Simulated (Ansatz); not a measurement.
# RbBr: the crystal squeezed far

Aim: compress RbBr step by step, far beyond the usual range, and follow pressure and electronic structure. The runs shown use PAW. Its runs: atoms relaxed at the given volume (PAW); volume scaled by 1 (PAW); atoms relaxed at 0.8 of the volume (PAW); volume scaled by 0.8 (PAW); atoms relaxed at 0.65 of the volume (PAW); volume scaled by 0.65 (PAW); atoms relaxed at 0.55 of the volume (PAW); volume scaled by 0.55 (PAW).

Method: DFT, PBEsol, PAW with Ansatz's default frozen-core files, scalar-relativistic, in Ansatz 0.2.0.

### Step 1. The system as given

Symmetry: Pm-3m, No. 221, cubic system. The conventional cell has a = 4.126 Å, b = 4.126 Å, c = 4.126 Å, α = 90.00°, β = 90.00°, γ = 90.00°. Around Rb (site symmetry m-3m) lie 8 Br at 3.57 Å. Br (site symmetry m-3m) has 8 Rb at 3.57 Å as nearest neighbours.

Coordinates:

```cif
data_structure
_symmetry_space_group_name_H-M 'Pm-3m'
_symmetry_Int_Tables_number 221
_cell_length_a 4.1261
_cell_length_b 4.1261
_cell_length_c 4.1261
_cell_angle_alpha 90.000
_cell_angle_beta 90.000
_cell_angle_gamma 90.000
_cell_volume 70.24
loop_
_atom_site_label
_atom_site_type_symbol
_atom_site_symmetry_multiplicity
_atom_site_Wyckoff_symbol
_atom_site_fract_x
_atom_site_fract_y
_atom_site_fract_z
_atom_site_occupancy
Rb1 Rb 1 a 0.00000 0.00000 0.00000 1
Br1 Br 1 b 0.50000 0.50000 0.50000 1
```

The file gives the conventional cell by its symmetry; the runs use the cell typed in the input.

Whether this phase is the stable one at these pressures isn't tested.

Atoms are numbered in the order of the input: Rb1, Br2.

### Step 2. Atoms relaxed at the given volume, PAW

Contents of input.yaml:

```yaml
crystal:
  lattice:
    - [4.1260773, 0.0, 0.0]
    - [0.0, 4.1260773, 0.0]
    - [0.0, 0.0, 4.1260773]
  atoms:
    - { symbol: Rb, position: [0.0, 0.0, 0.0] }
    - { symbol: Br, position: [0.5, 0.5, 0.5] }
kpoints:
  mp_grid: { grid: [7, 7, 7] }
scf:
  occupations: { method: fermi_dirac, width: 0.03 }
hamiltonian:
  xc: pbesol
  pseudopotentials: { kind: paw }
output:
  forces: true
  stress: true
  write_density: true
  write_potential: true
  elf: true
  volumetric_format: npy
relax:
  f_tol: 0.01
  max_steps: 30
```

Launch:

```
> ansatz run input.yaml --threads 1 --pin off --max-ram 2048MiB --backend cpu --events-out ev --progress --plain --runs-dir out
```

After this run come: Volume scaled by 1, PAW; Atoms relaxed at 0.8 of the volume, PAW; Volume scaled by 0.8, PAW; Atoms relaxed at 0.65 of the volume, PAW; Volume scaled by 0.65, PAW; Atoms relaxed at 0.55 of the volume, PAW; Volume scaled by 0.55, PAW.

**Question.** What will these runs give? Wanted: PAW pressure at 0.55 of the volume; fitted bulk modulus at zero pressure.

**Answer**, as computed:

| quantity | value |
| --- | --- |
| PAW pressure at 0.55 of the volume | 38.8 GPa |
| fitted bulk modulus at zero pressure (PAW) | 17.6 GPa |
| its pressure derivative | 4.84 |

**Reading.** At 0.55 of the starting volume PAW gives 39 GPa. One third-order Birch-Murnaghan curve follows these points (B₀ = 17.6 GPa, B′ = 4.84, misfit at most 0.05 GPa). A fit over so wide a range leans to the high pressures, so B₀ can be off by several per cent. The gap goes from 3.91 to 3.58 eV. No all-electron run checks these rows here, and frozen cores can fail under such compression. The ions are at rest, and the electrons smeared by 0.03 eV.

The gaps are Kohn-Sham values of a semilocal functional, not quasiparticle or optical gaps. Such gaps usually fall short of the measured ones.
